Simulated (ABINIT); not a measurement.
# RbBr (Fm-3m): G0W0 with and without spin-orbit coupling, part 2 of 2

Aim: spinor G0W0 for RbBr (Fm-3m) beside the scalar-relativistic result.

ABINIT 10.8.3; PBE and many-body steps on it, plane waves. Known limits of the many-body steps: not at the basis limit; screening head approximate; no spin-orbit coupling in some runs.

So far. Step 4 (Scalar-relativistic): The gap on the mesh goes from 4.36 eV to 6.82 eV, a correction of +2.45 eV. Step 5 (Empty states on the mesh, 4×4×4 mesh, 460 bands): On this mesh the gap is 4.202 eV.

The database entry behind the starting cell differs from later determinations by our own check (about 0.5 % short), so it need not match the best structure at ambient conditions.

## (6) Screening, 4×4×4 mesh, 452 bands, screening to 179.6 eV

This step: RPA screening on PBE with spin-orbit coupling, plane waves, norm-conserving pseudopotentials.

The input, run.abi:

```
acell 3*1.0 Angstrom
rprim 
  0.000000000000 3.427000000000 3.427000000000
  3.427000000000 0.000000000000 3.427000000000
  3.427000000000 3.427000000000 -0.000000000000
ntypat 2
znucl 37 35
natom 2
typat 1 2
xred 
  0.000000000000 0.000000000000 0.000000000000
  0.500000000000 0.500000000000 0.500000000000
pp_dirpath "pseudos"
pseudos "Rb.upf, Br.upf"
ecut 19
nspinor 2
ngkpt 4 4 4
nshiftk 1
shiftk 0 0 0
kptopt 1
chksymbreak 0
istwfk *1
occopt 1
irdwfk 1
optdriver 3
nband 452
ecuteps 6.6
inclvkb 0
awtr 1
symchi 1
indata_prefix "in"
outdata_prefix "out"
tmpdata_prefix "tmp"
```

On the command line:

```bash
OMP_NUM_THREADS=1 mpirun -n 4 abinit run.abi > log
```

Output:

```text
.Version 10.8.3 of ABINIT. v10.8.2 released Aug 2026.

 Symmetries : space group Fm -3 m (#225); Bravais cF (face-center cubic)
[... echo of the input left out ...]
== DATASET  1 ==================================================================
-   mpi_nproc: 4, omp_nthreads: 1 (-1 if OMP is not activated)

--- !DatasetInfo
iteration_state: {dtset: 1, }
dimensions: {natom: 2, nkpt: 8, mband: 452, nsppol: 1, nspinor: 2, nspden: 1, mpw: 2180, }
cutoff_energies: {ecut:  19.0, pawecutdg:  -1.0, }
electrons: {nelect:   1.60000000E+01, charge:   0.00000000E+00, occopt:   1.00000000E+00, tsmear:   1.00000000E-02, }

 SCREENING: Calculation of the susceptibility and dielectric matrices

 Based on a program developped by R.W. Godby, V. Olevano, G. Onida, and L. Reining.
 Incorporated in ABINIT by V. Olevano, G.-M. Rignanese, and M. Torrent.
.Using double precision arithmetic ; gwpc =  8

[... cell and pseudopotentials left out ...]
--------------------------------------------------------------------------------

 ==== K-mesh for the wavefunctions ====
 Number of points in the irreducible wedge :     8
[... list of points left out ...]
 Together with 48 symmetry operations and time-reversal symmetry
 yields    64 points in the full Brillouin Zone.

 ==== Q-mesh for the screening function ====
 Number of points in the irreducible wedge :     8
[... list of points left out ...]
 Together with 48 symmetry operations and time-reversal symmetry
 yields    64 points in the full Brillouin Zone.

 setmesh: FFT mesh size selected  =    30x   30x   30
          total number of points  =        27000

 vcoul_init : cutoff-mode = AUXILIARY_FUNCTION
 q-points for optical limit:   1
     1)      0.000010    0.000020    0.000030

- screening: taking advantage of time-reversal symmetry
- Maximum band index for partially occupied states nbvw = 16
- Remaining bands to be divided among processors   nbcw = 436
- Number of bands treated by each node ~109

 Number of electrons calculated from density =   16.0000; Expected =   16.0000
 average of density, n =  0.029454
 r_s =    2.0087
 omega_plasma =   16.5551 [eV]

 calculating chi0 at frequencies [eV] :
  1    0.000000E+00    0.000000E+00
  2    0.000000E+00    1.655507E+01

--------------------------------------------------------------------------------
  q-point number  1        q = ( 0.000000, 0.000000, 0.000000) [r.l.u.]
--------------------------------------------------------------------------------
[... chi0 elements left out ...]
 For q-point:  0.000010 0.000020 0.000030
  dielectric constant =   2.3153
  dielectric constant without local fields =   2.7735

  Average fulfillment of the sum rule on Im[epsilon] for q-point    1 :     92.70  [%]
[... wings left out ...]
  q-point number  2        q = ( 0.250000, 0.000000, 0.000000) [r.l.u.]
--------------------------------------------------------------------------------
[... chi0 elements left out ...]
  Average fulfillment of the sum rule on Im[epsilon] for q-point    2 :     97.13  [%]

 [... 6 further q-points ...]
```

The job ended after 8.3 min (4 MPI ranks of Arm Neoverse V1, shared host; peak memory 4 GiB; 33 min of CPU time).

Numbers from this step:

```
ε∞ with local fields, on this mesh, along the program's q direction : 2.315
the same without local fields                                       : 2.773
plasma frequency                                                    : 16.56 eV
plane waves in the screening matrix                                 : 459
```

## (7) With spin-orbit coupling

This step: G0W0 on PBE with spin-orbit coupling, plane waves, norm-conserving pseudopotentials.

run.abi: that of step 6 with these lines changed.

```diff
@@ -24,8 +24,15 @@
 irdwfk 1
-optdriver 3
+optdriver 4
 nband 452
+gwcalctyp 0
+ecutsigx 19
+symsigma 0
+nkptgw 1
+kptgw 
+  0.0000000000 0.0000000000 0.0000000000
+bdgw 
+  13 22
 ecuteps 6.6
-inclvkb 0
-awtr 1
-symchi 1
+irdscr 1
+ppmodel 1
 indata_prefix "in"
```

Output:

```text
.Version 10.8.3 of ABINIT. v10.8.2 released Aug 2026.

 Symmetries : space group Fm -3 m (#225); Bravais cF (face-center cubic)
[... echo of the input left out ...]
== DATASET  1 ==================================================================
-   mpi_nproc: 4, omp_nthreads: 1 (-1 if OMP is not activated)

--- !DatasetInfo
iteration_state: {dtset: 1, }
dimensions: {natom: 2, nkpt: 8, mband: 452, nsppol: 1, nspinor: 2, nspden: 1, mpw: 2180, }
cutoff_energies: {ecut:  19.0, pawecutdg:  -1.0, }
electrons: {nelect:   1.60000000E+01, charge:   0.00000000E+00, occopt:   1.00000000E+00, tsmear:   1.00000000E-02, }

 SIGMA: Calculation of the GW corrections

 Based on a program developped by R.W. Godby, V. Olevano, G. Onida, and L. Reining.
 Incorporated in ABINIT by V. Olevano, G.-M. Rignanese, and M. Torrent.
.Using double precision arithmetic ; gwpc =  8

[... cell and pseudopotentials left out ...]
--------------------------------------------------------------------------------

 ==== K-mesh for the wavefunctions ====
 Number of points in the irreducible wedge :     8
[... list of points left out ...]
 Together with 48 symmetry operations and time-reversal symmetry
 yields    64 points in the full Brillouin Zone.

 ==== Q-mesh for screening function ====
 Number of points in the irreducible wedge :     8
[... list of points left out ...]
 Together with 48 symmetry operations and time-reversal symmetry
 yields    64 points in the full Brillouin Zone.

 vcoul_init : cutoff-mode = AUXILIARY_FUNCTION
 q-points for optical limit:   1
     1)      0.000010    0.000020    0.000030
 setmesh: FFT mesh size selected  =    36x   36x   36
          total number of points  =        46656

 Number of electrons calculated from density =   16.0000; Expected =   16.0000
[...]
number of symmetry operations                      48
 number of k-points in BZ                           64
 number of q-points in BZ                           64
 number of frequencies for dSigma/dE                 9
 frequency step for dSigma/dE [eV]                0.25
 number of omega for Sigma on real axis              0
 max omega for Sigma on real axis  [eV]           0.00
 zcut for avoiding poles [eV]                     0.10

 EPSILON^-1 parameters (SCR file):
 dimension of the eps^-1 matrix on file            459
 dimension of the eps^-1 matrix used               459
 number of plane-waves for wavefunctions          2109
 number of bands                                   452
 number of q-points in IBZ                           8
 number of frequencies                               2
 number of real frequencies                          1
 number of imag frequencies                          1

 matrix elements of self-energy operator (all in [eV])

 Perturbative Calculation

--- !SelfEnergy_ee
iteration_state: {dtset: 1, }
kpoint     : [   0.000,    0.000,    0.000, ]
spin       : 1
KS_gap     :    4.202
QP_gap     :    6.655
Delta_QP_KS:    2.453
data: !SigmaeeData |
     Band     E0 <VxcDFT>   SigX SigC(E0)      Z dSigC/dE  Sig(E)    E-E0       E
       13  -0.878 -12.619 -16.402   1.477   0.813  -0.229 -14.495  -1.877  -2.755
       14  -0.878 -12.619 -16.402   1.477   0.813  -0.229 -14.495  -1.877  -2.755
       15  -0.878 -12.619 -16.397   1.476   0.813  -0.229 -14.492  -1.873  -2.751
[...]
21   6.238  -7.388  -3.247  -2.928   0.862  -0.160  -6.342   1.046   7.284
       22   6.238  -7.388  -3.247  -2.928   0.862  -0.160  -6.342   1.046   7.284

== END DATASET(S) ==============================================================
================================================================================

 -outvars: echo values of variables after computation  --------
           etotal      0.0000000000E+00
            nband         452
             nkpt           8
          spgroup         225
 [... the other variables as echoed above ...]

 Calculation completed.
```

Run time: 24 min. Hardware: 4 MPI ranks; peak memory 4 GiB.

This step gave:

```yaml
g0w0_gap_on_the_points_computed: 6.655 eV
starting_gap_on_the_mesh: 4.202 eV
k_of_the_valence_top: 0, 0, 0
k_of_the_conduction_bottom: 0, 0, 0
z_at_the_valence_top: 0.813
z_at_the_conduction_bottom: 0.867
least_direct_g0w0_gap_on_the_computed_points: 6.655 eV
```

Against G0W0 in ABINIT (4×4×4 mesh, 226 bands, screening to 179.6 eV, Godby-Needs plasmon pole), the gap moves by −0.161 eV.

## (8) The runs together

Times are wall times on 4 MPI ranks of Arm Neoverse V1, shared host, good to a factor of about two. A run's time includes the screening step that it read.

| run | mesh | bands | screening cutoff (eV) | DFT gap (eV) | gap on the mesh (eV) | direct (eV) | ε∞ used | time |
| --- | --- | --- | --- | --- | --- | --- | --- | --- |
| scalar-relativistic | 4×4×4 | 226 | 179.6 | 4.364 | 6.816 | 6.816 | 2.31 | 1.7 min |
| with spin-orbit coupling | 4×4×4 | 452 | 179.6 | 4.202 | 6.655 | 6.655 | 2.32 | 32 min |

## (9) Results

| Item | Value |
| --- | --- |
| scalar-relativistic | 6.816 eV |
| with spin-orbit coupling | 6.655 eV |
| known limits | not at the basis limit; screening head approximate; no spin-orbit coupling in some runs |

What this shows: With spin-orbit coupling: −0.161 eV against scalar-relativistic, −0.161 eV of it in the start. Bands and cutoff are finite, so the gap is not at the basis limit. The miss can reach some tenths of an eV and take either sign; the mesh is an error of its own. In the G0W0 runs levels were corrected at 1 k point alone, so a gap called «on the mesh» is the least over those, and an edge elsewhere would be missed. The long-wavelength limit of the screening leaves out the non-local commutator, which shifts ε∞.

[Paths, hosts, dates, memory and timing lines, banners, echoed tables and standing remarks are left out of the program output.]

[Logs are printed without paths, hosts, clocks, repeated set-up lines and the standing remarks that a program may print on its own settings, such as how far it seeks lower states.]

[Runs of the session that timed out or met a known fault of the program may be left out.]

[Hosts, paths, dates, database ids (printed as entryN), source tags and the programs' standing remarks are cut or masked in the printed files.]

[G0W0 gaps are taken among the corrected bands and points alone; a level outside them can change the order at an edge.]

[Where Ansatz stands beside ABINIT at settings called matched, ABINIT's density can come from a denser mesh and the files from another edition; pairs whose starting gaps differed by over 0.03 eV were left out, so agreement reads better than it is.]
